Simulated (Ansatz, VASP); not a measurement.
AgCl in VASP and in Ansatz

File POSCAR:

```
AgCl
1.0
    3.4339730000      0.0000000000      0.0000000000
    0.0000000000      3.3652935400      0.0000000000
    0.0000000000      0.0000000000      3.4339730000
Ag Cl
1 1
Direct
    0.0000000000      0.0000000000      0.0000000000
    0.5000000000      0.5000000000      0.5000000000
```

The input INCAR.step1:

```
PREC     = Accurate       # precision mode
ENCUT    = 520            # plane-wave cutoff, eV
ISMEAR   = 0              # smearing method
SIGMA    = 0.05           # smearing width, eV
LREAL    = False          # projectors in reciprocal space
LASPH    = True           # aspherical terms in the spheres
NELM     = 100            # most SCF steps
NBANDS   = 16             # bands
GGA      = PE             # functional
ALGO     = Normal         # electronic algorithm
EDIFF    = 1E-4           # SCF threshold, eV
LWAVE    = True           # write WAVECAR
LCHARG   = False          # write CHGCAR
```

Contents of INCAR.step2:

```
PREC     = Accurate       # precision mode
ENCUT    = 520            # plane-wave cutoff, eV
EDIFF    = 1E-6           # SCF threshold, eV
ISMEAR   = 0              # smearing method
SIGMA    = 0.05           # smearing width, eV
LREAL    = False          # projectors in reciprocal space
LASPH    = True           # aspherical terms in the spheres
NELM     = 100            # most SCF steps
ALGO     = Normal         # electronic algorithm
ISIF     = 2              # what is computed and relaxed
LWAVE    = False          # write WAVECAR
LCHARG   = False          # write CHGCAR
METAGGA  = R2SCAN         # meta-GGA
LMIXTAU  = True         
NBANDS   = 16             # bands
ISTART   = 1
```

File KPOINTS:

```
Automatic mesh
0
Gamma
  8 8 8
```

Input for Ansatz:

```yaml
crystal:
  lattice:
    - [3.433973, 0.0, 0.0]
    - [0.0, 3.36529354, 0.0]
    - [0.0, 0.0, 3.433973]
  atoms:
    - { symbol: Ag, position: [0.0, 0.0, 0.0] }
    - { symbol: Cl, position: [0.5, 0.5, 0.5] }
basis:
  ecutwfc: 500
kpoints:
  mp_grid: { grid: [8, 8, 8] }
hamiltonian:
  xc: r2scan
scf:
  occupations: { method: gaussian, width: 0.05 }
output:
  forces: true
  stress: true
  eigenvalues: true
```

Change from the starting cell: strain -0.0200 x Voigt [0, 1, 0, 0, 0, 0], atoms carried along.

Alike in both runs: task single point; functional r2SCAN; k mesh 8 × 8 × 8; occupations gaussian, width 0.05 eV; no spin polarisation.

|  | VASP | Ansatz |
| --- | --- | --- |
| version | VASP 6.6.1 | Ansatz 0.2.0 |
| potentials or method | VASP PAW PBE potentials, release 64 (Ag, Cl) | scalar-relativistic, plane waves, PAW |
| plane-wave cutoff (eV) | 520 | 500 |
| valence electrons in the cell | 18 | 26 |

VASP gave:

| Property | Result |
| --- | --- |
| gap on the k mesh at the Fermi level (eV) | 1.15 |
| least direct gap on the mesh (eV) | 2.66 |
| pressure (GPa) | -0.9 |
| largest component of the traceless stress (GPa) | 0.78 |

**Question.** Estimate Ansatz's values.

**Answer.** gap on the k mesh at the Fermi level (eV): 1.19; least direct gap on the mesh (eV): 2.68; pressure (GPa): -0.8; largest component of the traceless stress (GPa): 0.79.

The two sets of potentials don't hold the same shells in valence.

Caveats: the PAW data sets were made with another functional, which shifts forces and pressure a little (VASP). A k mesh can miss the band edges.
